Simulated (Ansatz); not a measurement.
# C35N (Graphite 2H): the cost of one run

Method: DFT, PBE, plane-wave PAW, default files, scalar-relativistic, in Ansatz 0.2.0.

The COD entry's cell or inner coordinates are ideal or old and differ from later refinements, so a difference from it is no clean test against experiment.

1 further run of the same task is left out (it didn't finish).

### Step 1. The system as given

The structure is trigonal, space group P3m1 (No. 156). Conventional cell: a = 7.410 Å, b = 7.410 Å, c = 6.790 Å, α = 90.00°, β = 90.00°, γ = 120.00°. Around C (site symmetry m) lie 2 C at 1.43 Å and 1 N at 1.43 Å. C (site symmetry m) has 3 C at 1.43 Å as nearest neighbours. N (site symmetry 3m) has 3 C at 1.43 Å as nearest neighbours. C (site symmetry 1) has 3 C at 1.43 Å as nearest neighbours. Only part of the 13 independent sites is listed.

As a file:

```cif
data_structure
_symmetry_space_group_name_H-M 'P3m1'
_symmetry_Int_Tables_number 156
_cell_length_a 7.4100
_cell_length_b 7.4100
_cell_length_c 6.7900
_cell_angle_alpha 90.000
_cell_angle_beta 90.000
_cell_angle_gamma 120.000
_cell_volume 322.88
loop_
_atom_site_label
_atom_site_type_symbol
_atom_site_symmetry_multiplicity
_atom_site_Wyckoff_symbol
_atom_site_fract_x
_atom_site_fract_y
_atom_site_fract_z
_atom_site_occupancy
C1 C 3 d 0.88889 0.77778 0.00000 1
C2 C 3 d 0.88889 0.44444 0.00000 1
C3 C 3 d 0.22222 0.77778 0.00000 1
C4 C 3 d 0.88889 0.77778 0.50000 1
C5 C 3 d 0.88889 0.44444 0.50000 1
C6 C 3 d 0.22222 0.77778 0.50000 1
N1 N 1 a 0.00000 0.00000 0.00500 1
C7 C 6 e 0.00000 0.33333 0.00500 1
C8 C 1 b 0.33333 0.66667 0.00500 1
C9 C 1 c 0.66667 0.33333 0.00500 1
C10 C 3 d 0.11111 0.88889 0.50500 1
C11 C 3 d 0.11111 0.55556 0.50500 1
C12 C 3 d 0.44444 0.22222 0.50500 1
```

Atom 19 of the input is the impurity.

### Step 2. Gradients at the starting positions

Contents of input.yaml:

```yaml
crystal:
  lattice:
    - [7.41, 0.0, 0.0]
    - [-3.705, 6.4172482419, 0.0]
    - [0.0, 0.0, 6.79]
  atoms:
    - { symbol: C, position: [0.0, 0.0, 0.0] }
    - { symbol: C, position: [0.0, 0.3333333333, 0.0] }
    - { symbol: C, position: [0.0, 0.6666666667, 0.0] }
    - { symbol: C, position: [0.3333333333, 0.0, 0.0] }
    - { symbol: C, position: [0.3333333333, 0.3333333333, 0.0] }
    - { symbol: C, position: [0.3333333333, 0.6666666667, 0.0] }
    - { symbol: C, position: [0.6666666667, 0.0, 0.0] }
    - { symbol: C, position: [0.6666666667, 0.3333333333, 0.0] }
    - { symbol: C, position: [0.6666666667, 0.6666666667, 0.0] }
    - { symbol: C, position: [0.0, 0.0, 0.5] }
    - { symbol: C, position: [0.0, 0.3333333333, 0.5] }
    - { symbol: C, position: [0.0, 0.6666666667, 0.5] }
    - { symbol: C, position: [0.3333333333, 0.0, 0.5] }
    - { symbol: C, position: [0.3333333333, 0.3333333333, 0.5] }
    - { symbol: C, position: [0.3333333333, 0.6666666667, 0.5] }
    - { symbol: C, position: [0.6666666667, 0.0, 0.5] }
    - { symbol: C, position: [0.6666666667, 0.3333333333, 0.5] }
    - { symbol: C, position: [0.6666666667, 0.6666666667, 0.5] }
    - { symbol: "N", position: [0.1111111111, 0.2222222222, 0.005] }
    - { symbol: C, position: [0.1111111111, 0.5555555556, 0.005] }
    - { symbol: C, position: [0.1111111111, 0.8888888889, 0.005] }
    - { symbol: C, position: [0.4444444444, 0.2222222222, 0.005] }
    - { symbol: C, position: [0.4444444444, 0.5555555556, 0.005] }
    - { symbol: C, position: [0.4444444444, 0.8888888889, 0.005] }
    - { symbol: C, position: [0.7777777778, 0.2222222222, 0.005] }
    - { symbol: C, position: [0.7777777778, 0.5555555556, 0.005] }
    - { symbol: C, position: [0.7777777778, 0.8888888889, 0.005] }
    - { symbol: C, position: [0.2222222222, 0.1111111111, 0.505] }
    - { symbol: C, position: [0.2222222222, 0.4444444444, 0.505] }
    - { symbol: C, position: [0.2222222222, 0.7777777778, 0.505] }
    - { symbol: C, position: [0.5555555556, 0.1111111111, 0.505] }
    - { symbol: C, position: [0.5555555556, 0.4444444444, 0.505] }
    - { symbol: C, position: [0.5555555556, 0.7777777778, 0.505] }
    - { symbol: C, position: [0.8888888889, 0.1111111111, 0.505] }
    - { symbol: C, position: [0.8888888889, 0.4444444444, 0.505] }
    - { symbol: C, position: [0.8888888889, 0.7777777778, 0.505] }
total_charge: 1
kpoints:
  mp_grid: { grid: [3, 3, 3] }
scf:
  occupations: { method: fermi_dirac, width: 0.01 }
hamiltonian:
  xc: pbe
  pseudopotentials: { kind: paw }
output:
  forces: true
  stress: true
  populations: true
  efg:
    quadrupole_moments_barn: { "N": 0.02044 }
    contact_densities: true
```

Run with:

```bash
$ ansatz run input.yaml --threads 1 --pin off --max-ram 2560MiB --backend cpu --events-out ev --progress --plain --runs-dir out
```

**Question.** How long does this run take on 1 thread of Arm Neoverse V2, shared host, and how much memory does it need?

About 36 s, with a peak of 0.6 GiB.
